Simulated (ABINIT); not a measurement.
BN:

```
N B
1.0
     0.00000    1.81300    1.81300
     1.81300    0.00000    1.81300
     1.81300    1.81300    0.00000
N B
1 1
Direct
  0.25000 0.25000 0.25000
  0.00000 0.00000 0.00000
```

The cell is a database's computed one.

Base run:

```yaml
Program: ABINIT 10.8.3 (patched build)
Functional: RPBE
Potentials_or_basis: JTH PAW PBE v2.0
Cutoff: 844 eV
k_mesh: 13 × 13 × 13
Occupations: fermi-dirac, width 0.05 eV
Spin: no spin polarisation
```

Its results: band gap on the k mesh 4.55 eV, indirect (least direct gap 8.82 eV); pressure 5.1 GPa.

The run is repeated on the same cell with these changes: functional from RPBE to revPBE. What comes out?

Band gap on the k mesh 4.54 eV, indirect (least direct gap 8.81 eV); pressure 3.7 GPa.

Caveats: the PAW data sets were made with another functional, which shifts forces and pressure a little; an odd mesh through Γ misses points on the zone boundary, where band edges often lie.
